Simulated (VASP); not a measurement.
# What goes wrong when Silicon is relaxed with a bad input

Aim: see how common mistakes in a VASP relaxation show up, on Silicon. The starting structure is a measured crystal structure from the Crystallography Open Database. The first relaxation on each setting starts from this cell expanded by 3 % in volume.

Method: Kohn-Sham DFT with plane waves and PAW; PBEsol, in VASP 6.6.1.

### Step 1. Starting point

It takes space group Fd-3m (No. 227, cubic). The conventional cell has a = 5.431 Å, b = 5.431 Å, c = 5.431 Å, α = 90.00°, β = 90.00°, γ = 90.00°. Nearest to Si lie 4 Si at 2.35 Å.

### Step 2. Reference relaxation

This run starts from the cell of an earlier relaxation, which isn't shown; the restart sets up the plane waves anew.

INCAR reads:

```
SYSTEM = Si
PREC = Accurate
ENCUT = 450
EDIFF = 1E-06
NELM = 100
ISMEAR = 0
SIGMA = 0.03
LREAL = .FALSE.
ALGO = Normal
GGA = PS
NBANDS = 10
LORBIT = 11
LWAVE = .FALSE.
LCHARG = .FALSE.
KPAR = 8
IBRION = 2
NSW = 50
ISIF = 3
EDIFFG = -0.006
```

POSCAR reads:

```
Si
1.0
    0.0000000000      2.7178973943      2.7178973943
    2.7178973943      0.0000000000      2.7178973943
    2.7178973943      2.7178973943      0.0000000000
Si
2
Direct
    0.7500000000      0.7500000000      0.7500000000
    0.5000000000      0.5000000000      0.5000000000
```

KPOINTS reads:

```
Automatic mesh
0
Gamma
8 8 8
0 0 0
```

PAW data sets: Si (PBE family, release 64).

Command:

```console
$ mpirun -np 8 vasp_std
```

Output:

```text
[banner, memory and clock lines left out]
running    8 mpi-ranks, on    1 nodes
 distrk:  each k-point on    1 cores,    8 groups
 distr:  one band on    1 cores,    1 groups

 POSCAR found type information on POSCAR Si
 POSCAR found :  1 types and       2 ions
|                                                                             |
|           W    W    AA    RRRRR   N    N  II  N    N   GGGG   !!!           |
|           W    W   A  A   R    R  NN   N  II  NN   N  G    G  !!!           |
|           W    W  A    A  R    R  N N  N  II  N N  N  G       !!!           |
|           W WW W  AAAAAA  RRRRR   N  N N  II  N  N N  G  GGG   !            |
|           WW  WW  A    A  R   R   N   NN  II  N   NN  G    G                |
|           W    W  A    A  R    R  N    N  II  N    N   GGGG   !!!           |
|                                                                             |
|     For optimal performance we recommend to set                             |
|       NCORE = 2 up to number-of-cores-per-socket                            |
|     NCORE specifies how many cores store one orbital (NPAR=cpu/NCORE).      |
|     This setting can greatly improve the performance of VASP for DFT.       |
|     The default, NCORE=1 might be grossly inefficient on modern             |
|     multi-core architectures or massively parallel machines. Do your        |
|     Unfortunately you need to use the default for GW and RPA                |
|     calculations (for HF NCORE is supported but not extensively tested      |
|     yet).                                                                   |
|                                                                             |

|                                                                             |
|               ----> ADVICE to this user running VASP <----                  |
|                                                                             |
|     You enforced a specific xc type in the INCAR file but a different       |
|     [... a line on the potential file left out ...]
|     I HOPE YOU KNOW WHAT YOU ARE DOING!                                     |
|                                                                             |

 LDA part: xc-table for (Slater+PW92), standard interpolation
 POSCAR, INCAR and KPOINTS ok, starting setup
 FFT: planning ... GRIDC
 FFT: planning ... GRID_SOFT
 FFT: planning ... GRID
 WAVECAR not read
 entering main loop
       N       E                     dE             d eps       ncg     rms          rms(c)
DAV:   1     0.642923312993E+01    0.64292E+01   -0.31031E+03   580   0.579E+02
DAV:   2    -0.112509790397E+02   -0.17680E+02   -0.17110E+02   846   0.818E+01
DAV:   3    -0.117086928003E+02   -0.45771E+00   -0.45675E+00   724   0.123E+01
DAV:   4    -0.117119269825E+02   -0.32342E-02   -0.32337E-02   738   0.133E+00
DAV:   5    -0.117119562146E+02   -0.29232E-04   -0.29232E-04   732   0.110E-01    0.495E+00
DAV:   6    -0.115586869279E+02    0.15327E+00   -0.87478E-02   642   0.126E+00    0.296E+00
DAV:   7    -0.114887930759E+02    0.69894E-01   -0.15432E-01   654   0.177E+00    0.183E-01
DAV:   8    -0.114893347196E+02   -0.54164E-03   -0.52415E-03   642   0.440E-01    0.778E-02
DAV:   9    -0.114893918390E+02   -0.57119E-04   -0.91057E-05   768   0.672E-02    0.544E-02
DAV:  10    -0.114894027499E+02   -0.10911E-04   -0.11096E-05   640   0.197E-02    0.828E-03
DAV:  11    -0.114894024806E+02    0.26927E-06   -0.44577E-07   492   0.369E-03
   1 F= -.11489402E+02 E0= -.11489402E+02  d E =-.114894E+02
 curvature:   0.00 expect dE= 0.000E+00 dE for cont linesearch  0.000E+00
 trial: gam= 0.00000 g(F)=  0.296E-48 g(S)=  0.186E-06 ort = 0.000E+00 (trialstep = 0.100E+01)
 search vector abs. value=  0.186E-06
 reached required accuracy - stopping structural energy minimisation
```

Wall time 3 s (8 MPI ranks of AMD EPYC 7R43, shared host); peak memory 0.92 GiB.

Lines that name or quote the potential files are left out of all logs, and their timing lines are given in words.

OUTCAR, selected parts (step 2):

```text
ion  position               nearest neighbor table
   1  0.750  0.750  0.750-   2 2.35   2 2.35   2 2.35   2 2.35
   2  0.500  0.500  0.500-   1 2.35   1 2.35   1 2.35   1 2.35

  LATTYP: Found a face centered cubic cell.
 ALAT       =     5.4357947886

 Subroutine GETGRP returns: Found 48 space group operations
 (whereof 24 operations were pure point group operations)

The static configuration has the point symmetry T_d .
 The point group associated with its full space group is O_h .

 Found     29 irreducible k-points:

   k-points           NKPTS =     29   k-points in BZ     NKDIM =     29   number of bands    NBANDS=     10

   dimension x,y,z NGX =    28 NGY =   28 NGZ =   28
   dimension x,y,z NGXF=    56 NGYF=   56 NGZF=   56

   ENCUT  =  450.0 eV  33.07 Ry    5.75 a.u.   6.65  6.65  6.65*2*pi/ulx,y,z

   NELECT =       8.0000    total number of electrons

 k-points in reciprocal lattice and weights: Automatic mesh
   0.00000000  0.00000000  0.00000000       0.002
   0.12500000  0.00000000  0.00000000       0.016
   0.25000000  0.00000000  0.00000000       0.016
   0.37500000  0.00000000  0.00000000       0.016
   0.50000000  0.00000000  0.00000000       0.008
   0.12500000  0.12500000  0.00000000       0.012
   0.25000000  0.12500000  0.00000000       0.047
   0.37500000  0.12500000  0.00000000       0.047
   0.50000000  0.12500000  0.00000000       0.047
[...]
-0.37500000  0.50000000  0.12500000       0.023
  -0.25000000  0.50000000  0.25000000       0.012

 average (electrostatic) potential at core
       1 -83.0658       2 -83.0658

 E-fermi :   5.8872

 k-point     1 :       0.0000    0.0000    0.0000
  band No.  band energies     occupation
      1      -6.2083      2.00000
      2       5.7631      2.00000
      3       5.7631      2.00000
      4       5.7631      2.00000
      5       8.2786      0.00000
      6       8.2786      0.00000
      7       8.2786      0.00000
      8       9.0552      0.00000
      9      13.4494      0.00000
    ...

 k-point     2 :       0.1250    0.0000    0.0000
  band No.  band energies     occupation
      1      -6.0038      2.00000
      2       4.1511      2.00000
      3       5.4713      2.00000
      4       5.4713      2.00000
      5       8.2004      0.00000
      6       8.7056      0.00000
      7       8.7056      0.00000
      8      10.4075      0.00000
      9      12.9456      0.00000
    ...

 k-point     3 :       0.2500    0.0000    0.0000
  band No.  band energies     occupation
      1      -5.4070      2.00000
      2       1.8158      2.00000
      3       4.9994      2.00000
      4       4.9994      2.00000
      5       7.7143      0.00000
      6       9.2184      0.00000
      7       9.2184      0.00000
      8      12.5882      0.00000
      9      12.8923      0.00000
    ...

  Total        0.0016011      0.0016011      0.0016011     -0.0000000     -0.0000000     -0.0000000
  in kB        0.0638844      0.0638844      0.0638844     -0.0000000     -0.0000000     -0.0000000
  external PRESSURE =       0.0638844 kB  Pullay stress =       0.0000000 kB

  energy-cutoff  :      450.00
  volume of cell :       40.15
      direct lattice vectors                 reciprocal lattice vectors
     0.000000000  2.717897394  2.717897394    -0.183965738  0.183965738  0.183965738
     2.717897394  0.000000000  2.717897394     0.183965738 -0.183965738  0.183965738
     2.717897394  2.717897394  0.000000000     0.183965738  0.183965738 -0.183965738

 POSITION                                       TOTAL-FORCE (eV/Angst)
 -----------------------------------------------------------------------------------
      4.07685      4.07685      4.07685         0.000000      0.000000      0.000000
      2.71790      2.71790      2.71790        -0.000000     -0.000000     -0.000000
 -----------------------------------------------------------------------------------
    total drift:                                0.000000      0.000000     -0.000000

  FREE ENERGIE OF THE ION-ELECTRON SYSTEM (eV)
  ---------------------------------------------------
  free  energy   TOTEN  =       -11.4894024806 eV

  energy  without entropy=      -11.4894024806  energy(sigma->0) =      -11.48940248

 reached required accuracy - stopping structural energy minimisation

 total charge
# of ion       s       p       d       tot
------------------------------------------
    1        0.752   0.937   0.000   1.689
    2        0.752   0.937   0.000   1.689
--------------------------------------------------
tot          1.504   1.875   0.000   3.378

[... 3 further parts left out ...]
```

The PAW data sets were made with PBE, which is usual practice but a small mismatch for other functionals. The run keeps the 48 symmetry operations of its start, so it cannot find a distortion of lower symmetry.

The reference relaxation ends at 20.077 Å³ an atom. Pressures at 0.985 and 1.015 times this volume, from two more relaxations that aren't shown, give a bulk modulus of 94.0 GPa.

### Step 3. Relaxation with a cutoff far too low

A slip made on purpose: a cutoff far too low. Against step 2 the input has PREC = Normal and ENCUT = 130 (also changed: NELM).

Edit INCAR of step 2 so:

```diff
@@ -1,6 +1,6 @@
 SYSTEM = Si
-PREC = Accurate
-ENCUT = 450
+PREC = Normal
+ENCUT = 130
 EDIFF = 1E-06
-NELM = 100
+NELM = 60
 ISMEAR = 0
```

POSCAR reads:

```
Si
1.0
    0.0000000000      2.7423676892      2.7423676892
    2.7423676892      0.0000000000      2.7423676892
    2.7423676892      2.7423676892      0.0000000000
Si
2
Direct
    0.7500000000      0.7500000000      0.7500000000
    0.5000000000      0.5000000000      0.5000000000
```

KPOINTS is that of step 2.

Command:

```console
$ mpirun -np 8 vasp_std
```

Output:

```text
[banner, memory and clock lines left out]
running    8 mpi-ranks, on    1 nodes
[...]
[... a notice as in an earlier step ...]

 [... a notice as in an earlier step ...]

 LDA part: xc-table for (Slater+PW92), standard interpolation
 POSCAR, INCAR and KPOINTS ok, starting setup
[...]
entering main loop
       N       E                     dE             d eps       ncg     rms          rms(c)
DAV:   1    -0.524270534496E+01   -0.52427E+01   -0.15005E+03   638   0.210E+02
DAV:   2    -0.114760867548E+02   -0.62334E+01   -0.60603E+01   814   0.446E+01
DAV:   3    -0.115674176881E+02   -0.91331E-01   -0.91274E-01   698   0.447E+00
DAV:   4    -0.115676496743E+02   -0.23199E-03   -0.23198E-03   712   0.278E-01
[...]
DAV:   9    -0.113658460443E+02   -0.48461E-04   -0.47820E-05   762   0.422E-02    0.389E-02
DAV:  10    -0.113658574847E+02   -0.11440E-04   -0.61227E-06   674   0.142E-02    0.967E-03
DAV:  11    -0.113658569987E+02    0.48594E-06   -0.48706E-07   486   0.326E-03
[...]
DAV:   4    -0.113708690620E+02   -0.11229E-05   -0.10470E-04   636   0.641E-02    0.931E-02
DAV:   5    -0.113708537017E+02    0.15360E-04   -0.92482E-06   648   0.153E-02    0.123E-02
DAV:   6    -0.113708537314E+02   -0.29708E-07   -0.28049E-07   342   0.265E-03
   2 F= -.11370854E+02 E0= -.11370854E+02  d E =-.499673E-02
 trial-energy change:   -0.004997  1 .order   -0.004380   -0.033628    0.024867
 step:   0.5902(harm=  0.5749)  dis= 0.00000  next Energy=   -11.375907 (dE=-0.100E-01)
[...]
N       E                     dE             d eps       ncg     rms          rms(c)
DAV:   1    -0.113784859126E+02   -0.76322E-02   -0.85493E-02   622   0.131E+00    0.318E-01
DAV:   2    -0.113768134821E+02    0.16724E-02   -0.15865E-03   606   0.203E-01    0.189E-01
DAV:   3    -0.113759759726E+02    0.83751E-03   -0.16986E-03   618   0.172E-01    0.450E-02
DAV:   4    -0.113759735069E+02    0.24657E-05   -0.18119E-05   628   0.263E-02    0.355E-02
DAV:   5    -0.113759676283E+02    0.58786E-05   -0.16096E-06   634   0.634E-03    0.463E-03
DAV:   6    -0.113759675383E+02    0.89969E-07   -0.44256E-08   296   0.106E-03
   3 F= -.11375968E+02 E0= -.11375968E+02  d E =-.101105E-01
[...]
reached required accuracy - stopping structural energy minimisation
```

Run time: 1.4 s. Hardware: 8 MPI ranks; peak memory 0.55 GiB; 5.6 s of CPU time.

OUTCAR, selected parts (step 3):

```text
  Total        0.0005683      0.0005683      0.0005683      0.0000000      0.0000000      0.0000000
  in kB        0.0227302      0.0227302      0.0227302      0.0000000      0.0000000      0.0000000
  external PRESSURE =       0.0227302 kB  Pullay stress =       0.0000000 kB

 POSITION                                       TOTAL-FORCE (eV/Angst)
 -----------------------------------------------------------------------------------
      4.07363      4.07363      4.07363         0.000000      0.000000      0.000000
      2.71575      2.71575      2.71575        -0.000000     -0.000000     -0.000000
 -----------------------------------------------------------------------------------
    total drift:                               -0.000000     -0.000000     -0.000000

  FREE ENERGIE OF THE ION-ELECTRON SYSTEM (eV)
  ---------------------------------------------------
  free  energy   TOTEN  =       -11.3759675383 eV

  energy  without entropy=      -11.3759675383  energy(sigma->0) =      -11.37596754

[... 2 parts as in an earlier step ...]

[... 2 further parts left out ...]
[key lines of the parts left out:]
E-fermi :   5.9856
```

With a cutoff far too low the cell ends at 20.030 Å³ an atom, -0.24 % from the reference; the bulk modulus is 94.9 GPa against 94.0 GPa.

### Step 4. Relaxation with a leftover external pressure of 100 kbar

A slip made on purpose: a leftover external pressure of 100 kbar. Against step 2 the input has PSTRESS = 100 (also changed: NELM).

Edit INCAR of step 3 so:

```diff
@@ -1,4 +1,4 @@
 SYSTEM = Si
-PREC = Normal
-ENCUT = 130
+PREC = Accurate
+ENCUT = 450
 EDIFF = 1E-06
@@ -19 +19,2 @@
 EDIFFG = -0.006
+PSTRESS = 100
```

POSCAR is that of step 3.

KPOINTS is that of step 3.

Command:

```console
$ mpirun -np 8 vasp_std
```

Output:

```text
[... set-up lines as in an earlier step ...]
 entering main loop
       N       E                     dE             d eps       ncg     rms          rms(c)
DAV:   1     0.658698812047E+01    0.65870E+01   -0.30116E+03   580   0.574E+02
DAV:   2    -0.112533520099E+02   -0.17840E+02   -0.16986E+02   812   0.834E+01
DAV:   3    -0.116846889458E+02   -0.43134E+00   -0.43052E+00   754   0.123E+01
DAV:   4    -0.116877971821E+02   -0.31082E-02   -0.31079E-02   704   0.128E+00
[...]
DAV:   9    -0.114811103089E+02   -0.59546E-04   -0.90148E-05   774   0.663E-02    0.523E-02
DAV:  10    -0.114811214687E+02   -0.11160E-04   -0.10669E-05   660   0.195E-02    0.727E-03
DAV:  11    -0.114811212482E+02    0.22050E-06   -0.39683E-07   448   0.353E-03
   1 F= -.89066001E+01 E0= -.89066001E+01  d E =-.890660E+01
[...]
2 F= -.88414719E+01 E0= -.88414534E+01  d E =0.651282E-01
[...]
3 F= -.90970371E+01 E0= -.90970371E+01  d E =-.190437E+00
[...]
4 F= -.90971635E+01 E0= -.90971635E+01  d E =-.190563E+00
[...]
reached required accuracy - stopping structural energy minimisation
```

Wall time 6.4 s (8 MPI ranks); peak memory 1.1 GiB.

From OUTCAR (step 4):

```text
  Total        2.2830816      2.2830816      2.2830816      0.0000000      0.0000000     -0.0000000
  in kB       99.4849372     99.4849372     99.4849372      0.0000000      0.0000000     -0.0000000
  external PRESSURE =      -0.5150628 kB  Pullay stress =     100.0000000 kB

 POSITION                                       TOTAL-FORCE (eV/Angst)
 -----------------------------------------------------------------------------------
      3.95888      3.95888      3.95888        -0.000000     -0.000000     -0.000000
      2.63926      2.63926      2.63926         0.000000      0.000000      0.000000
 -----------------------------------------------------------------------------------
    total drift:                                0.000000      0.000000     -0.000000

  FREE ENERGIE OF THE ION-ELECTRON SYSTEM (eV)
  ---------------------------------------------------
  free  energy   TOTEN  =       -11.3920653234 eV

  energy  without entropy=      -11.3920653234  energy(sigma->0) =      -11.39206532

[... 2 parts as in an earlier step ...]

[... 2 further parts left out ...]
[key lines of the parts left out:]
E-fermi :   6.8146
```

With a leftover external pressure of 100 kbar the cell ends at 18.384 Å³ an atom, -8.43 % from the reference.

(Continued in part 2 of 2.)

[Lines on the potential files, build, host, timing and source positions are cut from VASP's logs without a mark.]

[Logs are printed without paths, hosts, clocks, repeated set-up lines and the standing remarks that a program may print on its own settings, such as how far it seeks lower states.]

[Hosts, paths, dates, database ids (printed as entryN), source tags and the programs' standing remarks are cut or masked in the printed files.]
